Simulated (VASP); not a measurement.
A run of VASP 6.6.1 is set up as follows.

The input INCAR:

```
PREC = Accurate
ENCUT = 520
EDIFF = 1E-6
ISMEAR = 0
SIGMA = 0.028000000000000004
LREAL = F
LASPH = T
NELM = 80
ALGO = Fast
ISIF = 2
LWAVE = F
LCHARG = F
GGA = PE
```

KPOINTS

```
regular mesh
0
Gamma
  7 7 4
```

POSCAR

```
CdS
1.0
    4.1500000000      0.0000000000      0.0000000000
   -2.0750000000      3.5940054257      0.0000000000
    0.0000000000      0.0000000000      6.7370000000
Cd S
2 2
Direct
    0.6666666667      0.3333333333      0.5000000000
    0.3333333333      0.6666666667      0.0000000000
    0.6666666667      0.3333333333      0.8750000000
    0.3333333333      0.6666666667      0.3750000000
```

Potentials or basis: VASP PAW PBE potentials, release 64 (Cd, S).

Launch:

```bash
$ cat potpaw_PBE.64/Cd/POTCAR potpaw_PBE.64/S/POTCAR > POTCAR
$ mpirun -np 1 vasp_std > vasp.out
```

Question: What does it give for the pressure?

Answer: 2.4 GPa.

Question: What does it give for the largest force?

Answer: 0.069 eV/Å.

Stress tensor (GPa, compression positive):
```
2.20 0.00 0.00
0.00 2.20 0.00
0.00 0.00 2.85
```

**What was measured.**

From “Isotope dependence of band-gap energy”, 2008, arxiv:0807.2152, for a bulk crystal of CdS: band gap 2.5809 ± 0.0002 eV.

Measured gap of CdS: 2.5809 eV (quoted in “Isotope dependence of band-gap energy”, 2008, arxiv:0807.2152). This calculation gives 1.20 eV (-1.38 eV). So large a miss can be the level of theory's own, or it may mean another phase, state or a wrong row. Spin-orbit coupling on Cd is left out. The value is that of PBE, without temperature or zero-point motion. Semilocal functionals fall short of measured gaps as a rule.
